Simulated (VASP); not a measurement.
# GaAs (F-43m) in VASP: phonons with r2SCAN

Aim: the phonons of GaAs with r2SCAN.

Everything below comes from runs of VASP 6.6.1. Logs are shortened: lines on timing, memory, paths and dates and some standing lists are left out, and cuts for length are marked.

### 1 Starting point

Symmetry: F-43m, No. 216, cubic system. Conventional cell: a = 5.654 Å, b = 5.654 Å, c = 5.654 Å, α = 90.00°, β = 90.00°, γ = 90.00°. Ga (site symmetry -43m) has 4 As at 2.45 Å as nearest neighbours. Around As (site symmetry -43m) lie 4 Ga at 2.45 Å.

### 2 Phonons, r2SCAN

File POSCAR:

```
GaAs
1.0
    0.0000000000      2.8268500000      2.8268500000
    2.8268500000      0.0000000000      2.8268500000
    2.8268500000      2.8268500000      0.0000000000
Ga As
1 1
Direct
    0.0000000000      0.0000000000      0.0000000000
    0.2500000000      0.2500000000      0.2500000000
```

File INCAR.step1:

```
PREC = Accurate ; ENCUT = 600
EDIFF = 1E-8 ; ISMEAR = 0
SIGMA = 0.02 ; LREAL = False
LASPH = True ; NELM = 60
ALGO = Normal ; ISIF = 3
LWAVE = False ; LCHARG = False
METAGGA = R2SCAN ; LMIXTAU = True
IBRION = 2 ; NSW = 40
EDIFFG = -0.002
```

File INCAR.step2:

```
PREC = Accurate ; ENCUT = 600
EDIFF = 1E-8 ; ISMEAR = 0
SIGMA = 0.02 ; LREAL = False
LASPH = True ; NELM = 60
ALGO = Normal ; ISIF = 2
LWAVE = False ; LCHARG = False
METAGGA = R2SCAN ; LMIXTAU = True
IBRION = 6 ; NFREE = 2
POTIM = 0.015 ; NSW = 1
```

File KPOINTS:

```
Automatic mesh
0
Gamma
  8 8 8
```

Potentials or basis: VASP PAW PBE potentials, release 64 (Ga_d, As).

Started as:

```console
$ cat potpaw_PBE.64/Ga_d/POTCAR potpaw_PBE.64/As/POTCAR > POTCAR
$ cp INCAR.step1 INCAR
$ mpirun -np 1 vasp_std > vasp.out
$ cp CONTCAR POSCAR
$ cp INCAR.step2 INCAR
$ mpirun -np 1 vasp_std > vasp.out
```

OUTCAR:

```text
PREC = Accurate
   ENCUT = 600
   EDIFF = 1E-8
   ISMEAR = 0
   LREAL = False
   LASPH = True
   NELM = 60
   ISIF = 2
   METAGGA = R2SCAN
   IBRION = 6
   NFREE = 2
   POTIM = 0.015
   NSW = 1

 ion  position               nearest neighbor table
   1  0.000  0.000  0.000-   2 2.45   2 2.45   2 2.45   2 2.45
   2  0.250  0.250  0.250-   1 2.45   1 2.45   1 2.45   1 2.45

  LATTYP: Found a face centered cubic cell.
 ALAT       =     5.6684420188

  Lattice vectors:

 A1 = (   0.0000000000,   2.8342210094,   2.8342210094)
 A2 = (   2.8342210094,   0.0000000000,   2.8342210094)
 A3 = (   2.8342210094,   2.8342210094,   0.0000000000)

Analysis of symmetry for initial positions (statically):
=====================================================================
 Subroutine PRICEL returns:
 Original cell was already a primitive cell.

 Routine SETGRP: Setting up the symmetry group for a
 face centered cubic supercell.

 Subroutine GETGRP returns: Found 24 space group operations
 (whereof 24 operations were pure point group operations)
 out of a pool of 48 trial point group operations.

The static configuration has the point symmetry T_d .

Analysis of symmetry for dynamics (positions and initial velocities):
=====================================================================
 Subroutine PRICEL returns:
 Original cell was already a primitive cell.

 Routine SETGRP: Setting up the symmetry group for a
 face centered cubic supercell.

 Subroutine GETGRP returns: Found 24 space group operations
 (whereof 24 operations were pure point group operations)
 out of a pool of 48 trial point group operations.

The dynamic configuration has the point symmetry T_d .

 Subroutine INISYM returns: Found 24 space group operations
 (whereof 24 operations are pure point group operations),
 and found     1 'primitive' translations

----------------------------------------------------------------------------------------

                                     Primitive cell

  volume of cell :      45.5335

  direct lattice vectors                    reciprocal lattice vectors
     0.000000000  2.834221009  2.834221009    -0.176415318  0.176415318  0.176415318
     2.834221009  0.000000000  2.834221009     0.176415318 -0.176415318  0.176415318
     2.834221009  2.834221009  0.000000000     0.176415318  0.176415318 -0.176415318

  length of vectors
     4.008193790  4.008193790  4.008193790     0.305560294  0.305560294  0.305560294

  position of ions in fractional coordinates (direct lattice)
     0.000000000  0.000000000  0.000000000
     0.250000000  0.250000000  0.250000000

  ion indices of the primitive-cell ions
   primitive index   ion index
                 1           1
                 2           2

----------------------------------------------------------------------------------------

 KPOINTS: Automatic mesh

Automatic generation of k-mesh.
 Grid dimensions read from file:
 generate k-points for:    8    8    8

 Generating k-lattice:

  Cartesian coordinates                     Fractional coordinates (reciprocal lattice)
    -0.022051915  0.022051915  0.022051915     0.125000000  0.000000000  0.000000000
     0.022051915 -0.022051915  0.022051915     0.000000000  0.125000000  0.000000000
     0.022051915  0.022051915 -0.022051915     0.000000000  0.000000000  0.125000000

  Length of vectors
     0.038195037  0.038195037  0.038195037

  Shift w.r.t. Gamma in fractional coordinates (k-lattice)
     0.000000000  0.000000000  0.000000000

[... 60 lines left out ...]
   PSTRESS=    0.0 pullay stress
   NELECT =      18.0000    total number of electrons
   NUPDOWN=      -1.0000    fix difference up-down
   EMIN   =  10.00;   EMAX   =-10.00  energy-range for DOS
   EFERMI =   0.00;   METHOD = LEGACY
   ISMEAR =     0;   SIGMA  =   0.02  broadening in eV -4-tet -1-fermi 0-gaus
   EFERMI_NEDOS =   21; number of points for ismear=-14 and -15
   IALGO  =     38    algorithm
   IMIX   =      4    mixing-type and parameters
     AMIX     =   0.40;   BMIX     =  1.00
     AMIX_MAG =   1.60;   BMIX_MAG =  1.00
  volume/ion in A,a.u.               =      22.77       153.64
  Fermi-wavevector in a.u.,A,eV,Ry     =   1.201495  2.270496 19.641236  1.443590
  Thomas-Fermi vector in A             =   2.337302
   LORBIT       =      0    0 simple, 1 ext, 2 COOP (PROOUT), +10 PAW based schemes
   METAGGA = R2SCAN    functional components
   LHFCALC =     F    Hartree Fock is set to
   AEXX    =    0.0000 exact exchange contribution
   IVDW    =     0    specifies the selected vdW correction
   LEPSILON=     F    determine dielectric tensor
   LRPA    =     F    only Hartree local field effects (RPA)
 finite differences with symmetry
 non-spin polarized calculation
 Gauss-broadening in eV      SIGMA  =   0.02
  energy-cutoff  :      600.00
  volume of cell :       45.53
 maximum number of plane-waves:      1540
   NGX = 17   NGY = 17   NGZ = 17

--------------------------------------- Ionic step        1  -------------------------------------------

 number of electron      18.0000010 magnetization

 Free energy of the ion-electron system (eV)
  ---------------------------------------------------
  ext. energy  EPLUGINS =         0.00000000
  ---------------------------------------------------
  free energy    TOTEN  =       -27.05409429 eV

  energy without entropy =      -27.05409429  energy(sigma->0) =      -27.05409429

------------------------ aborting loop because EDIFF is reached ----------------------------------------

  FORCE on cell =-STRESS in cart. coord.  units (eV):
  Direction    XX          YY          ZZ          XY          YZ          ZX
  --------------------------------------------------------------------------------------
  -------------------------------------------------------------------------------------
  Total       -0.0010042     -0.0010042     -0.0010042      0.0000000      0.0000000     -0.0000000
  in kB       -0.0353341     -0.0353341     -0.0353341      0.0000000      0.0000000     -0.0000000
  external PRESSURE =      -0.0353341 kB  Pullay stress =       0.0000000 kB
[... 131 lines left out ...]
--------------------------------------- Ionic step        5  -------------------------------------------

 number of electron      18.0000010 magnetization

 Free energy of the ion-electron system (eV)
  ---------------------------------------------------
  ext. energy  EPLUGINS =         0.00000000
  ---------------------------------------------------
  free energy    TOTEN  =       -27.05303720 eV

  energy without entropy =      -27.05303720  energy(sigma->0) =      -27.05303720

 E-fermi :   3.7599     XC(G=0): -10.2178

 val. band max:        3.6527860161   @ k =   0.0000   0.0000   0.0000
 cond. band min:       4.5391275262   @ k =   0.0000   0.0000   0.0000
 fundamental gap:      0.8863415102
 Fermi energy:         3.7598868041

 k-point     1 :       0.0000    0.0000    0.0000
  band No.  band energies     occupation
      1     -11.6203      2.00000
      2     -11.6188      2.00000
      3     -11.6170      2.00000
      4     -11.5309      2.00000
      5     -11.5309      2.00000
      6      -9.5468      2.00000
      7       3.5583      2.00000
      8       3.6065      2.00000
      9       3.6528      2.00000
     10       4.5391      0.00000
     11       7.6133      0.00000
     12       7.6439      0.00000
     13       7.6768      0.00000
[... 354 lines left out ...]
  band No.  band energies     occupation
      1     -11.7138      2.00000
      2     -11.5914      2.00000
      3     -11.5837      2.00000
      4     -11.5355      2.00000
      5     -11.5273      2.00000
      6      -7.3575      2.00000
      7      -3.0372      2.00000
      8       0.3340      2.00000
      9       1.6493      2.00000
     10       6.9777      0.00000
     11       8.1638      0.00000
     12      10.3464      0.00000
     13      11.7945      0.00000

 [... further k-points ...]

------------------------ aborting loop because EDIFF is reached ----------------------------------------

  FORCE on cell =-STRESS in cart. coord.  units (eV):
  Direction    XX          YY          ZZ          XY          YZ          ZX
  --------------------------------------------------------------------------------------
  -------------------------------------------------------------------------------------
  Total       -0.0000609      0.0022126      0.0022126      0.0000000      0.1043160      0.0000000
  in kB       -0.0021427      0.0778526      0.0778526      0.0000000      3.6705435      0.0000000
  external PRESSURE =       0.0511875 kB  Pullay stress =       0.0000000 kB
[... 17 lines left out ...]
  FREE ENERGIE OF THE ION-ELECTRON SYSTEM (eV)
  ---------------------------------------------------
  free  energy   TOTEN  =       -27.0530372046 eV

  energy  without entropy=      -27.0530372046  energy(sigma->0) =      -27.05303720

 INTERNAL STRAIN TENSORS FROM DISPLACED ATOMS
 ============================================

 INTERNAL STRAIN TENSOR FOR ION    1 for displacements in x,y,z  (eV/Angst):
          X           Y           Z          XY          YZ          ZX
  --------------------------------------------------------------------------------
  x     0.00000    -0.00000    -0.00000     0.00000     6.91137     0.00000
  y    -0.00000     0.00000    -0.00000     0.00000     0.00000     6.91137
  z    -0.00000    -0.00000     0.00000     6.91137     0.00000     0.00000

 INTERNAL STRAIN TENSOR FOR ION    2 for displacements in x,y,z  (eV/Angst):
          X           Y           Z          XY          YZ          ZX
  --------------------------------------------------------------------------------
  x    -0.00000     0.00000     0.00000     0.00000    -6.97947     0.00000
  y     0.00000     0.00000     0.00000     0.00000     0.00000    -6.97947
  z     0.00000     0.00000    -0.00000    -6.97947     0.00000     0.00000

 Eigenvectors and eigenvalues of the dynamical matrix
 ----------------------------------------------------

   1 f  =    7.949934 THz    49.950908 2PiTHz  265.181253 cm-1    32.878270 meV
             X         Y         Z           dx          dy          dz
      0.000000  0.000000  0.000000    -0.716222   -0.000000    0.000000
      1.417111  1.417111  1.417111     0.697872   -0.000000    0.000000
[... 21 lines left out ...]
   6 f/i=    0.039747 THz     0.249739 2PiTHz    1.325822 cm-1     0.164381 meV
             X         Y         Z           dx          dy          dz
      0.000000  0.000000  0.000000     0.083981   -0.462791    0.515555
      1.417111  1.417111  1.417111     0.086190   -0.474960    0.529111

 ELASTIC MODULI CONTR FROM IONIC RELAXATION (kBar)
 Direction    XX          YY          ZZ          XY          YZ          ZX
 --------------------------------------------------------------------------------
 XX          -0.0000     -0.0000      0.0000      0.0000     -0.0000      0.0000
 YY          -0.0000     -0.0000     -0.0000      0.0000      0.0000      0.0000
 ZZ           0.0000     -0.0000     -0.0000     -0.0000      0.0000      0.0000
 XY           0.0000      0.0000     -0.0000   -181.6867      0.0000      0.0000
 YZ          -0.0000      0.0000      0.0000      0.0000   -181.6867      0.0000
 ZX           0.0000      0.0000      0.0000      0.0000      0.0000   -181.6867
 --------------------------------------------------------------------------------
```

Wall time 15 min (1 thread of Intel Xeon Platinum 8259CL at 2.50GHz (Skylake/Cascade Lake), shared host); peak memory 0.29 GiB.

Results:

```yaml
Relaxed_volume: 22.77 Å³/atom
Relaxed_cell: a = 4.008 Å, b = 4.008 Å, c = 4.008 Å, α = 60.00°, β = 60.00°, γ = 60.00°
Space_group_after_relaxing_to_0.05_Å: F-43m (No. 216)
Highest_phonon_frequency_at_Γ_LO-TO_splitting_left_out: 265 cm⁻¹
```

The path:
| step | energy change (eV) | largest force (eV/Å) | pressure (GPa) | volume (Å³) |
| --- | --- | --- | --- | --- |
| 1 | 0.0000 | 0.0000 | 0.57 | 45.18 |
| 2 | -0.0004 | 0.0000 | -0.28 | 45.71 |
| 3 | -0.0006 | 0.0000 | 0.04 | 45.51 |
| 4 | -0.0006 | 0.0000 | 0.00 | 45.53 |

Final structure:
```
CELL_PARAMETERS angstrom
0.00000 2.83422 2.83422
2.83422 0.00000 2.83422
2.83422 2.83422 0.00000
ATOMIC_POSITIONS crystal
Ga 0.00000 0.00000 0.00000
As 0.25000 0.25000 0.25000
```

Phonon frequencies in cm⁻¹ (negative: imaginary):
| q point | frequencies |
| --- | --- |
| (0.000, 0.000, 0.000) | -1 -1 -1 265 265 265 |

Caveat: the PAW data sets were made with another functional, which shifts forces and pressure a little.
